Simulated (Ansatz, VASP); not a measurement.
# One calculation of Cl, two programs

```
CELL_PARAMETERS angstrom
3.10249 -2.21959 0.00000
3.10249 2.21959 0.00000
0.00000 0.00000 8.09904
ATOMIC_POSITIONS crystal
Cl 0.37000 0.63000 0.40000
Cl 0.13000 0.87000 0.90000
Cl 0.63000 0.37000 0.60000
Cl 0.87000 0.13000 0.10000
```

Change from the starting cell: volume scaled by 0.96.

Alike in both runs: task single point; functional LDA; k mesh 7 × 7 × 4; occupations fermi-dirac, width 0.05 eV; no spin polarisation.

|  | VASP | Ansatz |
| --- | --- | --- |
| version | VASP 6.6.1 | Ansatz 0.2.0 |
| potentials or method | VASP PAW LDA potentials, release 64 (Cl), cutoff 520 eV | all-electron LAPW, scalar-relativistic |

|  | VASP | Ansatz | Ansatz less VASP |
| --- | --- | --- | --- |
| gap on the k mesh at the Fermi level (eV) | 2.51 | 2.49 | -0.023 |
| least direct gap on the mesh (eV) | 2.57 | 2.55 | -0.023 |
| pressure (GPa) | -1.7 | -1.4 | +0.36 |
| largest component of the traceless stress (GPa) | 0.53 | 0.34 | -0.191 |
| rms of the force components (eV/Å) | 0.119 | 0.204 | +0.0858 |

Atom by atom the forces differ by 0.092 eV/Å (rms over components). Ansatz ran all-electron here, so the differences hold the error of VASP's frozen core and of both bases.

Caveats: an odd mesh through Γ misses points on the zone boundary, where band edges often lie.
